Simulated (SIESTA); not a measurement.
The system is MgS.

```xyz
2
Lattice="0.0000 2.8331 2.8331 2.8331 0.0000 2.8331 2.8331 2.8331 0.0000" Properties=species:S:1:pos:R:3 pbc="T T T"
S     1.4166    1.4166    1.4166
Mg    0.0000    0.0000    0.0000
```

The cell comes from a database or a generator and needn't be the stable form of this composition.

| Property | Result |
| --- | --- |
| Program | SIESTA 5.4.2 |
| Task | single point |
| Functional | PBEsol |
| Potentials or basis | PseudoDojo 0.4 standard (PBEsol files) |
| Basis | DZP (energy shift 0.003 Ry; two zetas on semicore shells) |
| Grid cutoff | 800 Ry |
| Energy shift | 0.003 Ry |
| k mesh | 8 × 8 × 8 |
| Occupations | fermi-dirac, width 0.05 eV |
| Spin | no spin polarisation |

On this cell: pressure 1.2 GPa; largest force zero by symmetry; band gap on the k mesh 3.27 eV, direct.

The same run follows on a disturbed copy (atoms moved at random, drawn with an rms of 0.05 Å):

```xyz
2
Lattice="0.0000 2.8331 2.8331 2.8331 0.0000 2.8331 2.8331 2.8331 0.0000" Properties=species:S:1:pos:R:3 pbc="T T T"
S     1.4079    1.4394    1.4292
Mg    0.0410   -0.0268   -0.0051
```

Q: What changes?

A: The energy moves by +8.4 meV/atom; pressure 1.4 GPa; largest force 0.479 eV/Å; band gap on the k mesh 3.18 eV, direct.

Forces in eV/Å, atoms in the order of the input:
```
S    0.319 -0.319 -0.160
Mg  -0.318  0.314  0.160
```

Stress tensor (GPa, compression positive):
```
 1.35 -0.58 -1.28
-0.58  1.35  1.29
-1.28  1.29  1.43
```

Caveats: the basis of atomic orbitals isn't converged, which shifts pressures, moduli and gaps.

A k mesh can miss the band edges.
